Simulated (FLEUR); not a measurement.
Crystal: InP.

```
In P
1.0
     0.00000    2.93050    2.93050
     2.93050    0.00000    2.93050
     2.93050    2.93050    0.00000
In P
1 1
Cartesian
  0.0000 0.0000 0.0000
  4.3957 4.3957 4.3957
```

Base run:

| Item | Value |
| --- | --- |
| Program | FLEUR MaX-R8.1 (later development tree) |
| Functional | PBEsol |
| Potentials or basis | all-electron |
| Basis | FLAPW |
| Kmax | 4.85 1/bohr |
| k mesh | 8 × 8 × 8 |
| Occupations | fermi-dirac, width 0.05 eV |
| Spin | no spin polarisation |

Its results: band gap on the k mesh 0.61 eV, direct.

Q: After a change of settings the same cell gave: band gap on the k mesh 0.48 eV, direct. Which change was it?
A. functional from PBEsol to LDA
B. functional from PBEsol to r2SCAN
C. functional from PBEsol to AM05

A: A.

Caveats: spin-orbit coupling is left out, which moves the levels of the heavy elements.

Not every run made on this cell is shown here.
